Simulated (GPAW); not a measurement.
Runs of GPAW 26.7.0 on HgTe (Coloradoite). The structure is cubic, space group F-43m (No. 216). The conventional cell has a = 6.429 Å, b = 6.429 Å, c = 6.429 Å, α = 90.00°, β = 90.00°, γ = 90.00°. Hg (site symmetry -43m) has 4 Te at 2.78 Å as nearest neighbours. Around Te (site symmetry -43m) lie 4 Hg at 2.78 Å. 

```csv
task,level,potentials or basis,spin,k mesh,maxiter,band path,band points,eigensolver,spin axis theta (degrees),other keys,pressure (GPa),V0 of scaled cells (Å³/atom),B0 (GPa)
band structure,LDA,"PAW data sets generated in the run's folder for this functional, pw",off,6 × 6 × 6,150,"GXWKGLUWLK,UX",80,-,-,-,(a),-,-
single point,PBE,"GPAW PAW data sets (gpaw-data 1.2.1), pw",off,11 × 11 × 11,75,-,-,-,-,"several, not listed",4.5,-,-
equation of state,revPBE+D3(BJ),"the program's PAW data sets (release 1.2.1) made for this functional, pw",off,6 × 6 × 6,150,-,-,-,-,-,-,34.63,41
equation of state,OLYP+D3(BJ),"PAW data sets generated in the run's folder for this functional, pw",off,6 × 6 × 6,150,-,-,davidson,-,-,-,(c),42
equation of state,AM05,"PAW data sets generated in the run's folder for this functional, pw",off,6 × 6 × 6,150,-,-,-,-,-,-,34.96,39
band structure,rSCAN,"GPAW PAW data sets (gpaw-data 1.2.1), pw","SOC, no magnetisation",6 × 6 × 6,150,"GXWKGLUWLK,UX",100,-,0,-,(b),-,-
```

Alike in all rows: cell as given; cutoff (eV) 600; smearing fermi-dirac 0.05 eV.

**Question.** Estimate the missing entries.

**Answer.** (a) 0.1; (b) 3.4; (c) 33.30.

Caveats: spin-orbit coupling was added after a scalar SCF, so levels and gaps hold it while energy, forces, pressure and moments don't (some runs); the PAW data sets were made with another functional, which shifts forces and pressure a little (some runs).
